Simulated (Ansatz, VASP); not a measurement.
MgO in VASP and in Ansatz

```
Mg O
1.0
     2.10850    2.10850    0.00000
    -2.10850    2.10850    0.00000
     0.00000    2.10850    2.10850
Mg O
1 1
Direct
  0.00000 0.00000 0.00000
  0.50000 0.50000 0.00000
```

Alike in both runs: task relaxation of cell and atoms; functional LDA; k mesh 14 × 14 × 14; occupations fermi-dirac, width 0.05 eV; no spin polarisation.

|  | VASP | Ansatz |
| --- | --- | --- |
| version | VASP 6.6.1 | Ansatz 0.2.0 |
| potentials or method | VASP PAW LDA potentials, release 64 (Mg, O) | PAW with Ansatz's default frozen-core files, scalar-relativistic |
| plane-wave cutoff (eV) | 600 | 420 |
| valence electrons in the cell | 8 | 16 |

```csv
,VASP,Ansatz,Ansatz less VASP
"gap on the k mesh at the Fermi level, each at its own relaxed structure (eV)",5.15,5.03,-0.120
relaxed volume (Å³/atom),8.89,8.99,+0.102
relaxed cell length with the largest relative difference (Å),2.930,2.941,+0.0112
energy change over the relaxation (meV/atom),-13,-8,+5.3
```

The two sets of potentials don't hold the same shells in valence.

A k mesh can miss the band edges. Zero-point motion and thermal expansion aren't in these numbers. LDA usually gives volumes a few per cent too small.
